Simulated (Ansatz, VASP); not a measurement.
C in VASP and in Ansatz

```
CELL_PARAMETERS angstrom
2.50320 0.00000 0.00000
-1.25160 2.16783 0.00000
0.00000 0.00000 4.31144
ATOMIC_POSITIONS crystal
C 0.33333 0.66667 0.99962
C 0.66667 0.33333 0.49962
C 0.33333 0.66667 0.37538
C 0.66667 0.33333 0.87538
```

Change from the starting cell: uniaxial_z strain +3.4%.

Alike in both runs: task single point; functional PBE; k mesh 12 × 12 × 6; occupations fermi-dirac, width 0.02 eV; no spin polarisation.

```csv
,VASP,Ansatz
version,VASP 6.6.1,Ansatz 0.2.0
potentials or method,"VASP PAW PBE potentials, release 64 (C)","plane waves, PAW"
plane-wave cutoff (eV),520,420
valence electrons in the cell,16,16
```

```tsv
	VASP	Ansatz	Ansatz less VASP
gap on the k mesh at the Fermi level (eV)	3.50	3.51	+0.013
pressure (GPa)	-8.7	-9.3	-0.58
largest component of the traceless stress (GPa)	26.46	26.23	-0.227
rms of the force components (eV/Å)	0.036	0.028	-0.0086
```

Atom by atom the forces differ by 0.009 eV/Å (rms over components). With one functional, cell and mesh, what is left measures potentials, basis and numerics.
